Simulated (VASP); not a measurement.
Set up this calculation in VASP 6.6.1, as the native input.

- Task: relaxation of the atoms
- Functional: PBE
- Dispersion: D3(BJ)
- Potentials or basis: VASP PAW PBE potentials, release 64 (Si, C)
- Cutoff: 600 eV
- k mesh: 10 × 10 × 10
- Occupations: gaussian, width 0.03 eV
- Spin: no spin polarisation
- Further INCAR settings: ALGO = Normal; EDIFF = 1e-07; IBRION = 2; EDIFFG = -0.01; NSW = 40

The structure of SiC (Moissanite 3C) lies in POSCAR:

```
SiC                                     
1.0
    0.0000000000      2.2162789814      2.2162789814
    2.2162789814      0.0000000000      2.2162789814
    2.2162789814      2.2162789814      0.0000000000
  Si              C             
     1     1
Direct
     0.0000000000000000    0.0000000000000000    0.0000000000000000
     0.2500000000000000    0.2500000000000000    0.2500000000000000
```

The cell isn't the ideal one: a relaxed cell with its volume scaled by 1.06.

One way to write it, as run:

INCAR

```
ALGO = Normal
EDIFF = 1E-7
EDIFFG = -0.01
ENCUT = 600
GGA = PE
IBRION = 2
ISIF = 2
ISMEAR = 0
IVDW = 12
LASPH = T
LCHARG = F
LREAL = F
LWAVE = F
NELM = 80
NSW = 40
PREC = Accurate
SIGMA = 0.03
```

KPOINTS

```
k-points
0
Gamma
  10 10 10
```

Potentials or basis: VASP PAW PBE potentials, release 64 (Si, C).

Launch:

```console
$ cat potpaw_PBE.64/Si/POTCAR potpaw_PBE.64/C/POTCAR > POTCAR
$ mpirun -np 1 vasp_std > vasp.out
```

Results of the run:

```
Pressure after relaxing    : -11.5 GPa
Band gap on the k mesh     : 1.40 eV, indirect (least direct gap 4.49 eV)
Dispersion energy per atom : -0.286 eV
```

Caveat: the relaxation stopped at its first step, so nothing moved.

It took 12 s on 1 thread of Intel(R) Xeon(R) Platinum 8488C (Sapphire Rapids) (shared host), peak memory 0.15 GiB.
